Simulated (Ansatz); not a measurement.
Crystal: Au.

```
Au
1.0
     1.41131   -2.55593    0.00000
     1.41131    2.55593    0.00000
     0.00000    0.00000    4.89317
Au
2
Direct
  0.33467 0.66533 0.25000
  0.66533 0.33467 0.75000
```

This isn't the form of Au at room conditions, which is fcc.

Base run:

* Program: Ansatz 0.2.0
* Functional: PBE
* Potentials or basis: all-electron LAPW, scalar-relativistic
* Cutoff: 261 eV (chosen from the basis error)
* Basis error allowed: 0.001 eV/atom
* k mesh: 11 × 11 × 6
* Occupations: fermi-dirac, width 0.05 eV
* Spin: no spin polarisation

Its results: pressure 3.2 GPa; largest force 0.026 eV/Å.

Q: The run is repeated on the same cell with these changes: functional from PBE to PBEsol. What comes out?

A: Pressure -5.3 GPa; largest force 0.021 eV/Å.

PBEsol binds more tightly than PBE, so the same cell stands under less pressure.
